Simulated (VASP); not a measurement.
# TiB2 (P6/mmm) in VASP: further runs

Runs on TiB2. Level: PBE. Tasks: optical spectrum, density of states, electric field gradients.

All numbers are computed with VASP 6.6.1; they aren't measurements. Logs are shortened: lines on timing, memory, paths and dates and some standing lists are left out, and cuts for length are marked.

## (1) The crystal as given

Symmetry: P6/mmm, No. 191, hexagonal system. Conventional cell: a = 3.029 Å, b = 3.029 Å, c = 3.228 Å, α = 90.00°, β = 90.00°, γ = 120.00°. Around Ti (site symmetry 6/mmm) lie 12 B at 2.38 Å. B (site symmetry -6m2) is surrounded by 3 B at 1.75 Å.

## (2) Optical spectrum, PBE

Contents of INCAR:

```
ALGO = Normal
CSHIFT = 0.1
EDIFF = 1E-7
ENCUT = 520
GGA = PE
ISIF = 2
ISMEAR = 0
LASPH = T
LCHARG = F
LOPTICS = T
LREAL = F
LWAVE = F
NBANDS = 57
NEDOS = 1000
NELM = 80
PREC = Accurate
SIGMA = 0.02
```

Contents of KPOINTS:

```
k-points
0
Gamma
  10 10 8
```

Contents of POSCAR:

```
TiB2
1.0
    3.0292000000      0.0000000000      0.0000000000
   -1.5146000000      2.6233641531      0.0000000000
    0.0000000000      0.0000000000      3.2284000000
Ti B
1 2
Direct
    0.0000000000      0.0000000000      0.0000000000
    0.6666666667      0.3333333333      0.5000000000
    0.3333333333      0.6666666667      0.5000000000
```

Potentials or basis: VASP PAW PBE potentials, release 64 (Ti_sv, B).

Run with:

```bash
$ cat potpaw_PBE.64/Ti_sv/POTCAR potpaw_PBE.64/B/POTCAR > POTCAR
$ mpirun -np 1 vasp_std > vasp.out
```

OUTCAR:

```text
EDIFF = 1E-7
   ENCUT = 520
   GGA = PE
   ISIF = 2
   ISMEAR = 0
   LASPH = T
   LREAL = F
   NELM = 80
   PREC = Accurate

 ion  position               nearest neighbor table
   1  0.000  0.000  0.000-   2 2.38   3 2.38   2 2.38   3 2.38   3 2.38   3 2.38   2 2.38   2 2.38
                             2 2.38   2 2.38   3 2.38   3 2.38
   2  0.667  0.333  0.500-   3 1.75   3 1.75   3 1.75   1 2.38   1 2.38   1 2.38   1 2.38   1 2.38
                             1 2.38
   3  0.333  0.667  0.500-   2 1.75   2 1.75   2 1.75   1 2.38   1 2.38   1 2.38   1 2.38   1 2.38
                             1 2.38

  LATTYP: Found a hexagonal cell.
 ALAT       =     3.0292000000
 C/A-ratio  =     1.0657599366

  Lattice vectors:

 A1 = (   3.0292000000,   0.0000000000,   0.0000000000)
 A2 = (  -1.5146000000,   2.6233641531,   0.0000000000)
 A3 = (   0.0000000000,   0.0000000000,   3.2284000000)

Analysis of symmetry for initial positions (statically):
=====================================================================
 Subroutine PRICEL returns:
 Original cell was already a primitive cell.

 Routine SETGRP: Setting up the symmetry group for a
 hexagonal supercell.

 Subroutine GETGRP returns: Found 24 space group operations
 (whereof 24 operations were pure point group operations)
 out of a pool of 24 trial point group operations.

The static configuration has the point symmetry D_6h.

Analysis of symmetry for dynamics (positions and initial velocities):
=====================================================================
 Subroutine PRICEL returns:
 Original cell was already a primitive cell.

 Routine SETGRP: Setting up the symmetry group for a
 hexagonal supercell.

 Subroutine GETGRP returns: Found 24 space group operations
 (whereof 24 operations were pure point group operations)
 out of a pool of 24 trial point group operations.

The dynamic configuration has the point symmetry D_6h.

 Subroutine INISYM returns: Found 24 space group operations
 (whereof 24 operations are pure point group operations),
 and found     1 'primitive' translations

----------------------------------------------------------------------------------------

                                     Primitive cell

  volume of cell :      25.6551

  direct lattice vectors                    reciprocal lattice vectors
     3.029200000  0.000000000  0.000000000     0.330120164  0.190594965  0.000000000
    -1.514600000  2.623364153  0.000000000     0.000000000  0.381189931  0.000000000
     0.000000000  0.000000000  3.228400000     0.000000000  0.000000000  0.309750960

  length of vectors
     3.029200000  3.029200000  3.228400000     0.381189931  0.381189931  0.309750960

  position of ions in fractional coordinates (direct lattice)
     0.000000000  0.000000000  0.000000000
     0.666666667  0.333333333  0.500000000
     0.333333333  0.666666667  0.500000000

  ion indices of the primitive-cell ions
   primitive index   ion index
                 1           1
                 2           2
                 3           3

----------------------------------------------------------------------------------------

 KPOINTS: k-points

Automatic generation of k-mesh.
[... 85 lines left out ...]
     AMIX     =   0.40;   BMIX     =  1.00
     AMIX_MAG =   1.60;   BMIX_MAG =  1.00
  volume/ion in A,a.u.               =       8.55        57.71
  Fermi-wavevector in a.u.,A,eV,Ry     =   1.454703  2.748990 28.792122  2.116161
  Thomas-Fermi vector in A             =   2.571823
   LORBIT       =      0    0 simple, 1 ext, 2 COOP (PROOUT), +10 PAW based schemes
   GGA     = PE    functional components
   LHFCALC =     F    Hartree Fock is set to
   AEXX    =    0.0000 exact exchange contribution
   IVDW    =     0    specifies the selected vdW correction
   LEPSILON=     F    determine dielectric tensor
   LRPA    =     F    only Hartree local field effects (RPA)
 non-spin polarized calculation
 Gauss-broadening in eV      SIGMA  =   0.02
  energy-cutoff  :      520.00
  volume of cell :       25.66
 maximum number of plane-waves:       721
 NGX is ok and might be reduce to    24
   NGX = 11   NGY = 11   NGZ = 13

 number of electron      18.0000002 magnetization

 Free energy of the ion-electron system (eV)
  ---------------------------------------------------
  ext. energy  EPLUGINS =         0.00000000
  ---------------------------------------------------
  free energy    TOTEN  =       -24.42044774 eV

  energy without entropy =      -24.42004696  energy(sigma->0) =      -24.42024735

 E-fermi :   9.9377     XC(G=0): -12.7685

 val. band max:        9.9144203501   @ k =   0.2000   0.2000   0.1250
 cond. band min:       9.9402588714   @ k =   0.3000   0.2000   0.0000
 fundamental gap:      0.0258385212
 Fermi energy:         9.9376802760

 k-point     1 :       0.0000    0.0000    0.0000
  band No.  band energies     occupation
      1     -46.9609      2.00000
      2     -23.3012      2.00000
      3     -23.0035      2.00000
      4     -23.0035      2.00000
      5      -3.5059      2.00000
      6       7.3971      2.00000
[... 565 lines left out ...]
     20      27.6830      0.00000
     21      28.2657      0.00000

 [... further k-points ...]

 [bands above 21 left out]

------------------------ aborting loop because EDIFF is reached ----------------------------------------

  FORCE on cell =-STRESS in cart. coord.  units (eV):
  Direction    XX          YY          ZZ          XY          YZ          ZX
  --------------------------------------------------------------------------------------
  -------------------------------------------------------------------------------------
  Total        0.0788262      0.0788262      0.0727089      0.0000000      0.0000000      0.0000000
  in kB        4.9227429      4.9227429      4.5407146      0.0000000      0.0000000      0.0000000
  external PRESSURE =       4.7954001 kB  Pullay stress =       0.0000000 kB

 VOLUME and BASIS-vectors are now :
 -----------------------------------------------------------------------------
  energy-cutoff  :      520.00
  volume of cell :       25.66
      direct lattice vectors                 reciprocal lattice vectors
     3.029200000  0.000000000  0.000000000     0.330120164  0.190594965  0.000000000
    -1.514600000  2.623364153  0.000000000     0.000000000  0.381189931  0.000000000
     0.000000000  0.000000000  3.228400000     0.000000000  0.000000000  0.309750960

 POSITION                                       TOTAL-FORCE (eV/Angst)
 -----------------------------------------------------------------------------------
      0.00000      0.00000      0.00000         0.000000      0.000000     -0.000000
      1.51460      0.87445      1.61420        -0.000000      0.000000     -0.000000
     -0.00000      1.74891      1.61420        -0.000000      0.000000      0.000000
 -----------------------------------------------------------------------------------
    total drift:                               -0.000000      0.000000      0.000000

  FREE ENERGIE OF THE ION-ELECTRON SYSTEM (eV)
  ---------------------------------------------------
  free  energy   TOTEN  =       -24.4204477437 eV

  energy  without entropy=      -24.4200469627  energy(sigma->0) =      -24.42024735

 electrical conductivity sigma (Mega S m-1) (frequency dependency in vasprun.xml)
  --------------------------------------------------------------------------------------
       0.272       0.000      -0.000
       0.000       0.272      -0.000
      -0.000      -0.000       0.032

  frequency dependent IMAGINARY DIELECTRIC FUNCTION (independent particle, no local field effects) density-density
     E(ev)      X         Y         Z        XY        YZ        ZX
  --------------------------------------------------------------------------------------------------------------
     0.00000     0.00000     0.00000     0.00000    -0.00000     0.00000    -0.00000
     1.57782    21.44894    21.44894    31.48657    -0.00000    -0.00000    -0.00000
     3.15563    18.22606    18.22606    16.37103    -0.00000    -0.00000     0.00000
     4.73345     7.36113     7.36113     7.22904    -0.00000     0.00000    -0.00000
     6.31126     6.10619     6.10619     4.56221    -0.00000    -0.00000     0.00000
     7.88908    12.00508    12.00508     9.11874    -0.00000     0.00000    -0.00000
[... 92 lines left out ...]
   154.62590     0.00000     0.00000     0.00000    -0.00000     0.00000    -0.00000
   156.20372     0.00000     0.00000     0.00000    -0.00000     0.00000    -0.00000

  frequency dependent      REAL DIELECTRIC FUNCTION (independent particle, no local field effects) density-density
     E(ev)        X           Y           Z          XY          YZ          ZX
  --------------------------------------------------------------------------------------------------------------
     0.00000  1146.37201  1146.37201   452.46130     0.00000    -0.00000     0.00000
     1.57782    -1.44894    -1.44894     9.60260    -0.00000     0.00000    -0.00000
     3.15563    -4.06286    -4.06286    -1.81196    -0.00000    -0.00000    -0.00000
     4.73345    -0.28950    -0.28950    -1.42494    -0.00000    -0.00000    -0.00000
     6.31126     1.26621     1.26621    -0.62313    -0.00000     0.00000    -0.00000
     7.88908     1.09965     1.09965    -1.09694    -0.00000     0.00000     0.00000
[... 92 lines left out ...]
   154.62590     0.96591     0.96591     0.96620    -0.00000    -0.00000    -0.00000
   156.20372     0.96663     0.96663     0.96692    -0.00000    -0.00000    -0.00000

  frequency dependent IMAGINARY DIELECTRIC FUNCTION (independent particle, no local field effects) current-current
     E(ev)      X         Y         Z        XY        YZ        ZX
  --------------------------------------------------------------------------------------------------------------
     0.00000  1656.53656  1656.53656  1344.86699     0.00000     0.00000     0.00000
     1.57782    20.30960    20.30960    29.88221    -0.00000     0.00000     0.00000
     3.15563    18.04745    18.04745    16.20806    -0.00000     0.00000     0.00000
     4.73345     7.39069     7.39069     7.20912    -0.00000     0.00000     0.00000
     6.31126     6.08895     6.08895     4.49283    -0.00000    -0.00000     0.00000
     7.88908    12.03394    12.03394     9.18120    -0.00000    -0.00000     0.00000
[... 92 lines left out ...]
   154.62590    -0.00000    -0.00000    -0.00000    -0.00000     0.00000     0.00000
   156.20372    -0.00000    -0.00000    -0.00000    -0.00000     0.00000     0.00000

  frequency dependent      REAL DIELECTRIC FUNCTION (independent particle, no local field effects) current-current
     E(ev)        X           Y           Z          XY          YZ          ZX
  --------------------------------------------------------------------------------------------------------------
     0.00000  -482.05991  -482.05991  -362.87456    -0.00000     0.00000     0.00000
     1.57782     3.02811     3.02811     4.09738    -0.00000     0.00000    -0.00000
     3.15563    -3.07194    -3.07194    -2.78445    -0.00000     0.00000    -0.00000
     4.73345     0.32183     0.32183    -1.86119     0.00000    -0.00000     0.00000
     6.31126     1.57001     1.57001    -0.80649    -0.00000     0.00000     0.00000
     7.88908     1.17902     1.17902    -1.34373     0.00000    -0.00000    -0.00000
[... 92 lines left out ...]
   154.62590     0.96676     0.96676     0.96619    -0.00000    -0.00000    -0.00000
   156.20372     0.96747     0.96747     0.96691    -0.00000    -0.00000    -0.00000
```

It took 79 s on 1 thread of Intel Xeon Platinum 8259CL at 2.50GHz (Skylake/Cascade Lake), shared host; peak memory 0.23 GiB.

What came out:

```yaml
Free_energy: -24.4204 eV
Pressure: 0.5 GPa
Band_gap_on_the_k_mesh: none (metal or under the smearing width)
```

Dielectric function (mean over the directions given):
| energy (eV) | real part | imaginary part |
| --- | --- | --- |
| 0.47 | -91.00 | 22.72 |
| 1.42 | 6.12 | 41.92 |
| 2.37 | -1.59 | 11.71 |
| 3.47 | 0.37 | 10.79 |
| 4.42 | 0.00 | 8.55 |
| 5.52 | 2.34 | 9.79 |
| 6.47 | 1.00 | 7.13 |
| 7.57 | 1.23 | 8.42 |
| 8.52 | -3.72 | 5.96 |
| 9.62 | -1.32 | 5.34 |
| 10.57 | -0.87 | 5.82 |
| 11.68 | -2.30 | 6.91 |
| 12.62 | -2.08 | 3.53 |
| 13.73 | -2.56 | 1.85 |
| 14.67 | -1.65 | 1.52 |
| 15.78 | -1.46 | 1.09 |
| 16.72 | -1.09 | 1.21 |
| 17.83 | -0.71 | 0.54 |
| 18.78 | -0.66 | 0.91 |
| 19.88 | -0.28 | 0.34 |

Caveat: spectra need much finer meshes, so this one isn't converged; independent-particle spectra lack excitons; the intraband (Drude) part of a metal's response may be missing.

(Part 1 of 2 ends here.)
